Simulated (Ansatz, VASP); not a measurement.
## Two plane-wave programs on Al

```
Al
1.0
     4.37001    0.00000    0.00000
    -2.18501    3.78454    0.00000
     0.00000    0.00000   10.95292
Al
8
Cartesian
  0.0000 0.0000 1.4282
  0.0000 0.0000 6.9046
  0.0000 0.0000 4.0483
  0.0000 0.0000 9.5247
  0.0000 2.5230 0.2503
  2.1850 1.2615 5.7267
  0.0000 2.5230 5.2262
  2.1850 1.2615 10.7026
```

Alike in both runs: functional PBE; k mesh 6 × 6 × 2; occupations gaussian, width 0.1 eV; no spin polarisation.

Ansatz relaxed the structure, and its values are those at the end. VASP's run is a single point on that final structure, the one shown.

```csv
,VASP,Ansatz
version,VASP 6.6.1,Ansatz 0.2.0
potentials or method,"VASP PAW PBE potentials, release 64 (Al)","scalar-relativistic, plane waves, PAW"
plane-wave cutoff (eV),520,420
valence electrons in the cell,24,24
```

```csv
,VASP,Ansatz,Ansatz less VASP
gap on the k mesh at the Fermi level (eV),none,none,-
pressure (GPa),-0.1,-0.1,+0.03
```

A gap of «none» marks a metal or a gap that the smearing closes. With one functional, cell and mesh, what is left measures potentials, basis and numerics.
